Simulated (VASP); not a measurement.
Runs of VASP 6.6.1 on C3H3. The cell holds a molecule in a box, 6 atoms: a = 11.000 Å, b = 9.000 Å, c = 8.000 Å, α = 90.00°, β = 90.00°, γ = 90.00°. 

```csv
task,level,potentials or basis,cell,grid for exact exchange (PRECFOCK),screening parameter,moment (μB),largest force (eV/Å)
hyperfine couplings,HSE06,"VASP PAW PBE potentials, release 64 (C, H)",as given,Fast,0.2 1/A,1.00,(a)
hyperfine couplings,LDA,"VASP PAW LDA potentials, release 64 (C, H)",as given,-,-,1.00,0.72
hyperfine couplings,r2SCAN,"VASP PAW PBE potentials, release 64 (C, H)",as given,-,-,1.00,0.41
hyperfine couplings,PBE,"VASP PAW PBE potentials, release 64 (C, H)",as given,-,-,1.00,0.01
relaxation of the atoms,PBE,"VASP PAW PBE potentials, release 64 (C, H)",atoms relaxed,-,-,1.00,0.01
```

Alike in all rows: spin collinear, ferromagnetic start; fixed moment (μB) 1; k mesh 1 × 1 × 1; cutoff (eV) 500; smearing gaussian 0.01 eV.

Estimate the missing entries.

(a) 0.81.

Caveats: the standard files for N, O and F lose accuracy on very short bonds; the total moment is fixed, so each spin has its own Fermi level; the PAW data sets were made with another functional, which shifts forces and pressure a little (some runs).
